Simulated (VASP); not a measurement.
## PbSe: single point with PBEsol

**What was measured.**

A printed reference work, monograph reports, for a bulk crystal of PbSe at 300 K: band gap 0.28 eV (direct).

Crystal: PbSe.

```
CELL_PARAMETERS angstrom
0.00000 3.06969 3.06969
3.06969 0.00000 3.06969
3.06969 3.06969 0.00000
ATOMIC_POSITIONS crystal
Pb 0.00000 0.00000 0.00000
Se 0.50000 0.50000 0.50000
```

```json
{"Program": "VASP 6.6.1", "Task": "single point", "Functional": "PBEsol", "Potentials or basis": "VASP PAW PBE potentials, release 64 (Pb_d, Se)", "Cutoff": "520 eV", "k mesh": "6 × 6 × 6", "Occupations": "gaussian, width 0.01 eV", "Spin": "no spin polarisation", "Dipole correction": "no", "Further INCAR settings": "ALGO = Normal; EDIFF = 1e-06; NBANDS = 17"}
```

```yaml
Pressure: -1.0 GPa
Band_gap_on_the_k_mesh: 0.23 eV
```

Levels at points of the mesh, in eV from the valence-band top:
```tsv
k point	band 6	band 7	band 8	band 9	band 10	band 11	band 12	band 13	band 14	band 15
(0.00, 0.00, 0.00)	-13.52	-6.34	-1.82	-1.82	-1.82	4.67	4.67	4.67	6.48	6.48
(0.50, 0.00, 0.00)	-12.47	-8.77	-1.42	-1.42	0.00	0.23	1.68	1.68	8.41	10.08
(0.50, 0.50, 0.00)	-12.11	-7.38	-4.94	-3.18	-3.18	3.63	5.56	5.56	5.98	11.29
```

Run time: 14 s on 1 thread of Intel(R) Xeon(R) Platinum 8488C (Sapphire Rapids), on a shared host, peak memory 0.18 GiB.

Measured gap of PbSe: 0.28 eV (direct; 300 K; a printed reference work, monograph). This calculation gives 0.23 eV (-0.05 eV). 2 values of this kind are on record (0.15 to 0.28 eV); this one was drawn at random. Spin-orbit coupling on Pb, Se is left out. The value is that of PBEsol on a finite k mesh, which can miss the band edges, without temperature or zero-point motion. Semilocal functionals fall short of measured gaps as a rule.

Caveat: the PAW data sets were made with another functional, which shifts forces and pressure a little; spin-orbit coupling is left out, which moves the levels of the heavy elements.
